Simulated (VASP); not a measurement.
Level of theory: PBE GGA, VASP's PBE PAW potentials (set 64) (plane waves; VASP).

VASP ran on this input.

### POSCAR
```
BaF2
1
    0.0000000000     3.1000000000     3.1000000000
    3.1000000000     0.0000000000     3.1000000000
    3.1000000000     3.1000000000     0.0000000000
Ba F
1 2
Direct
  0.0000000000   0.0000000000   0.0000000000
  0.2500000000   0.2500000000   0.2500000000
  0.7500000000   0.7500000000   0.7500000000
```

**KPOINTS**
```
Automatic mesh
0
Gamma
7 7 7
0 0 0
```

INCAR:
```
ISMEAR = 0   # Gaussian
ALGO = Normal
LASPH = T   # aspherical one-centre terms
PREC = Accurate
LMAXMIX = 4   # l cut-off of mixed one-centre charges
LWAVE = F
ENCUT = 520
LREAL = F   # projection in real space or not
NELM = 100   # most electronic steps
SIGMA = 0.05
EDIFF = 1E-6
GGA = PE
SYSTEM = BaF2
ISIF = 2   # forces and stress, cell fixed
LCHARG = F
```

POTCAR, in this order: Ba_sv F (PBE.64 set). Program: vasp_std.

Output of the run:

### OUTCAR
```
 ion  position               nearest neighbor table
   1  0.000  0.000  0.000-   3 2.68   2 2.68   3 2.68   2 2.68   3 2.68   3 2.68   2 2.68   2 2.68
  LATTYP: Found a face centered cubic cell.
 ALAT       =     6.2000000000
 Subroutine PRICEL returns:
 Original cell was already a primitive cell.
 Subroutine GETGRP returns: Found 48 space group operations
The static configuration has the point symmetry O_h .
The dynamic configuration has the point symmetry O_h .
 Subroutine INISYM returns: Found 48 space group operations
 Subroutine IBZKPT returns following result:
 Found     20 irreducible k-points:

 Following reciprocal coordinates:
            Coordinates               Weight
  0.000000  0.000000  0.000000      1.000000
  0.142857  0.000000  0.000000      8.000000
  0.285714  0.000000  0.000000      8.000000
  0.428571  0.000000  0.000000      8.000000
  0.142857  0.142857  0.000000      6.000000
  0.285714  0.142857  0.000000     24.000000
  0.428571  0.142857  0.000000     24.000000
 -0.428571  0.142857  0.000000     24.000000
 -0.285714  0.142857  0.000000     24.000000
 -0.142857  0.142857  0.000000     12.000000
  0.285714  0.285714  0.000000      6.000000
  0.428571  0.285714  0.000000     24.000000
 -0.428571  0.285714  0.000000     24.000000
 -0.285714  0.285714  0.000000     12.000000
  0.428571  0.428571  0.000000      6.000000
 -0.428571  0.428571  0.000000     12.000000
  0.428571  0.285714  0.142857     24.000000
 -0.428571  0.285714  0.142857     48.000000
 -0.428571  0.428571  0.142857     24.000000
 -0.285714  0.428571  0.142857     24.000000
   k-points           NKPTS =     20   k-points in BZ     NKDIM =     20   number of bands    NBANDS=     16
   number of dos      NEDOS =    301   number of ions     NIONS =      3
   total plane-waves  NPLWV =  46656
   dimension x,y,z NGX =    36 NGY =   36 NGZ =   36
   dimension x,y,z NGXF=    72 NGYF=   72 NGZF=   72
   ions per type =               1   2
   PREC   = accura    normal or accurate (medium, high low for compatibility)
   ISTART =      0    job   : 0-new  1-cont  2-samecut
   ICHARG =      2    charge: 1-file 2-atom 10-const
   ISPIN  =      1    spin polarized calculation?
   LNONCOLLINEAR =      F non collinear calculations
   LSORBIT =      F    spin-orbit coupling
   INIWAV =      1    electr: 0-lowe 1-rand  2-diag
   ENCUT  =  520.0 eV  38.22 Ry    6.18 a.u.   8.15  8.15  8.15*2*pi/ulx,y,z
   NELM   =    100;   NELMIN=  2; NELMDL= -5     # of ELM steps
   EDIFF  = 0.1E-05   stopping-criterion for ELM
   LREAL  =      F    real-space projection
   NLSPLINE    = F    spline interpolate recip. space projectors
   LMAXMIX     =    4 max onsite mixed and CHGCAR
   VOSKOWN=      0    Vosko Wilk Nusair interpolation
   EDIFFG = 0.1E-04   stopping-criterion for IOM
   NSW    =      0    number of steps for IOM
   NBLOCK =      1;   KBLOCK =      1    inner block; outer block
   IBRION =     -1    ionic relax: 0-MD 1-quasi-New 2-CG
   NFREE  =      0    steps in history (QN), initial steepest desc. (CG)
   ISIF   =      2    stress and relaxation
   ISYM   =      2    0-nonsym 1-usesym 2-fastsym
   TEIN   =    0.0    initial temperature
   TEBEG  =    0.0;   TEEND  =   0.0 temperature during run
   SMASS  =  -3.00    Nose mass-parameter (am)
   PSTRESS=    0.0 pullay stress
   NELECT =      24.0000    total number of electrons
   EFERMI =   0.00;   METHOD = LEGACY
   ISMEAR =     0;   SIGMA  =   0.05  broadening in eV -4-tet -1-fermi 0-gaus
   IALGO  =     38    algorithm
   LDIAG  =      T    sub-space diagonalisation (order eigenvalues)
   IMIX   =      4    mixing-type and parameters
     AMIX     =   0.40;   BMIX     =  1.00
     AMIX_MAG =   1.60;   BMIX_MAG =  1.00
     AMIN     =   0.10
...
```

File OSZICAR:
```
       N       E                     dE             d eps       ncg     rms          rms(c)
DAV:   1     0.165059564293E+03    0.16506E+03   -0.13253E+04   640   0.139E+03
DAV:   2    -0.120620392894E+02   -0.17712E+03   -0.17058E+03   816   0.295E+02
DAV:   3    -0.187704823376E+02   -0.67084E+01   -0.67012E+01   824   0.680E+01
DAV:   4    -0.188730629622E+02   -0.10258E+00   -0.10257E+00   824   0.748E+00
DAV:   5    -0.188774015020E+02   -0.43385E-02   -0.43385E-02   856   0.102E+00    0.863E+00
DAV:   6    -0.170790986205E+02    0.17983E+01   -0.98374E+00   640   0.253E+01    0.435E+00
DAV:   7    -0.170799963509E+02   -0.89773E-03   -0.38403E-01   824   0.560E+00    0.223E+00
DAV:   8    -0.170983093951E+02   -0.18313E-01   -0.60045E-02   704   0.298E+00    0.302E-01
DAV:   9    -0.171061156670E+02   -0.78063E-02   -0.17367E-02   792   0.953E-01    0.149E-01
DAV:  10    -0.171086459331E+02   -0.25303E-02   -0.41705E-03   664   0.478E-01    0.457E-02
DAV:  11    -0.171086462643E+02   -0.33122E-06   -0.48330E-04   840   0.173E-01    0.261E-02
DAV:  12    -0.171086561548E+02   -0.98904E-05   -0.10707E-04   656   0.774E-02    0.276E-03
DAV:  13    -0.171086568578E+02   -0.70306E-06   -0.24757E-06   864   0.115E-02
   1 F= -.17108657E+02 E0= -.17108657E+02  d E =-.107295E-11
```

OUTCAR:
```
------------------------ aborting loop because EDIFF is reached ----------------------------------------
  FORCE on cell =-STRESS in cart. coord.  units (eV):
  Direction    XX          YY          ZZ          XY          YZ          ZX
  --------------------------------------------------------------------------------------
  Total        0.8846405      0.8846405      0.8846405     -0.0000000     -0.0000000      0.0000000
  in kB       23.7882405     23.7882405     23.7882405     -0.0000000     -0.0000000      0.0000000
  external PRESSURE =      23.7882405 kB  Pullay stress =       0.0000000 kB
  volume of cell :       59.58
      direct lattice vectors                 reciprocal lattice vectors
     0.000000000  3.100000000  3.100000000    -0.161290323  0.161290323  0.161290323
     3.100000000  0.000000000  3.100000000     0.161290323 -0.161290323  0.161290323
     3.100000000  3.100000000  0.000000000     0.161290323  0.161290323 -0.161290323
 POSITION                                       TOTAL-FORCE (eV/Angst)
 -----------------------------------------------------------------------------------
      0.00000      0.00000      0.00000        -0.000000      0.000000     -0.000000
      1.55000      1.55000      1.55000         0.000000      0.000000      0.000000
      4.65000      4.65000      4.65000        -0.000000     -0.000000     -0.000000
 -----------------------------------------------------------------------------------
    total drift:                                0.000000      0.000000      0.000000
  FREE ENERGIE OF THE ION-ELECTRON SYSTEM (eV)
  ---------------------------------------------------
  free  energy   TOTEN  =       -17.1086568578 eV

  energy  without entropy=      -17.1086568578  energy(sigma->0) =      -17.10865686
```
(Selected blocks of OUTCAR.)

OUTCAR:
```
 val. band max:       -2.0896039878   @ k =   0.4286   0.2857   0.1429

 cond. band min:       4.6914582711   @ k =   0.0000   0.0000   0.0000


 Fermi energy:        -1.8564496870

 k-point     1 :       0.0000    0.0000    0.0000
  band No.  band energies     occupation
      1     -25.1710      2.00000
      2     -21.0041      2.00000
      3     -20.9550      2.00000
      4     -10.0072      2.00000
      5     -10.0072      2.00000
      6     -10.0072      2.00000
      7      -3.5658      2.00000
      8      -3.5658      2.00000
      9      -3.5658      2.00000
     10      -2.1482      2.00000
     11      -2.1482      2.00000
     12      -2.1482      2.00000
     13       4.6915      0.00000
     14       7.1087      0.00000
     15       7.1087      0.00000
     16       9.3154      0.00000

 k-point     2 :       0.1429    0.0000    0.0000
  band No.  band energies     occupation
      1     -25.1331      2.00000
      2     -21.0243      2.00000
      3     -21.0005      2.00000
      4     -10.0431      2.00000
      5     -10.0383      2.00000
      6     -10.0383      2.00000
      7      -3.4808      2.00000
      8      -3.4808      2.00000
      9      -3.3549      2.00000
     10      -2.2879      2.00000
     11      -2.1762      2.00000
     12      -2.1762      2.00000
     13       5.1430      0.00000
     14       7.0971      0.00000
     15       7.0971      0.00000
     16       9.0764      0.00000

 k-point     3 :       0.2857    0.0000    0.0000
  band No.  band energies     occupation
      1     -25.0445      2.00000
      2     -21.1304      2.00000
      3     -21.0491      2.00000
      4     -10.1139      2.00000
      5     -10.1059      2.00000
      6     -10.1059      2.00000
      7      -3.3016      2.00000
      8      -3.3015      2.00000
      9      -2.8783      2.00000
     10      -2.5444      2.00000
     11      -2.2235      2.00000
     12      -2.2235      2.00000
     13       6.0953      0.00000
...
```

Unless said otherwise, spin-orbit coupling is left out, though it shifts the bands of the heavy elements here.

The compound is BaF2 in the fluorite structure. The cell was not relaxed at this level.
